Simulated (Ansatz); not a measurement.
Wurtzite RbBr (no longer in that coordination) was relaxed with 3 functionals in the PAW code Ansatz, cell and atoms free, the symmetry of the start kept (meshes: PBE 6×6×4, r2SCAN 6×6×4, PBEsol 6×6×4). (Calculated; spin-unpolarised; the phase may be known or hypothetical.)

The PBE result:
```
CELL_PARAMETERS angstrom
5.93149 0.00000 0.00000
-2.96575 5.13682 0.00000
0.00000 0.00000 6.95697
ATOMIC_POSITIONS crystal
Rb 0.33333 0.66667 0.93751
Rb 0.66667 0.33333 0.43751
Br 0.33333 0.66667 0.43749
Br 0.66667 0.33333 0.93749
```

Space group P6_3/mmc (No. 194), hexagonal; conventional cell a = 5.931 Å, c = 6.957 Å, 52.99 Å³ an atom. Rb is surrounded by 5 Br at 3.42–3.48 Å; Br is surrounded by 5 Rb at 3.42–3.48 Å. The cell started from the wurtzite prototype, but the relaxation took it to the higher symmetry P6_3/mmc (No. 194), so the name no longer describes it.

**Question.** Order the functionals by the relaxed volume, smallest first.
A. PBE
B. PBEsol
C. r2SCAN

**Answer.** B (49.73 Å³/atom), C (51.61 Å³/atom), A (52.99 Å³/atom).

**Question.** What lattice does PBEsol give?

**Answer.** a = 5.818 Å, c = 6.787 Å; the volume differs by -6.2 % from PBE's. Around Rb lie 5 Br at 3.36–3.39 Å; around Br lie 5 Rb at 3.36–3.39 Å.

**Question.** What lattice does r2SCAN give?

**Answer.** a = 5.890 Å, c = 6.870 Å; the volume differs by -2.6 % from PBE's. Rb has 5 Br at 3.40–3.44 Å; Br has 5 Rb at 3.40–3.44 Å.

**Question.** Held at the r2SCAN cell, what mean stress does PBE find, and does its sign point to its own minimum?

**Answer.** Yes. PBE +0.30 GPa, and its relaxed volume is +2.7 % from r2SCAN's. Compression counts positive, so a positive stress asks for a larger cell.
